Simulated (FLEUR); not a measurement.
The system is MgTe.

```
Te Mg
1.0
     0.00000    3.23200    3.23200
     3.23200    0.00000    3.23200
     3.23200    3.23200    0.00000
Te Mg
1 1
Direct
  0.25000 0.25000 0.25000
  0.00000 0.00000 0.00000
```

The cell comes from a database or a generator and needn't be the stable form of this composition.

```yaml
Program: FLEUR MaX-R8.1 (later development tree)
Task: single point
Functional: PBE
Potentials_or_basis: all-electron
Basis: FLAPW
Kmax: 3.84 1/bohr
k_mesh: 7 × 7 × 7
Occupations: fermi-dirac, width 0.05 eV
Spin: no spin polarisation
Gmax: 11.9 1/bohr
Muffin-tin_radii: Te 2.59, Mg 2.16 bohr
lmax: Te 11, Mg 9
Local_orbitals_a_species: Te 6, Mg 5
Max_iterations: 60
Mixing_factor: 0.05
Mixer: Anderson
Mixer_history: 15
Density_convergence: 1e-05 me/bohr^3
```

On this cell: largest force zero by symmetry; band gap on the k mesh 2.41 eV, direct.

The same run follows on a disturbed copy (atoms moved at random, drawn with an rms of 0.05 Å):

```
CELL_PARAMETERS angstrom
0.00000 3.23200 3.23200
3.23200 0.00000 3.23200
3.23200 3.23200 0.00000
ATOMIC_POSITIONS crystal
Te 0.25492 0.24451 0.24030
Mg 0.00808 0.98739 0.99791
```

**Question.** What changes?

**Answer.** The energy moves by +1.4 meV/atom; largest force 0.156 eV/Å; band gap on the k mesh 2.37 eV, direct.

Forces in eV/Å, atoms in the order of the input:
```
Te   0.001  0.147 -0.053
Mg  -0.001 -0.147  0.053
```

Caveats: spin-orbit coupling is left out, which moves the levels of the heavy elements.

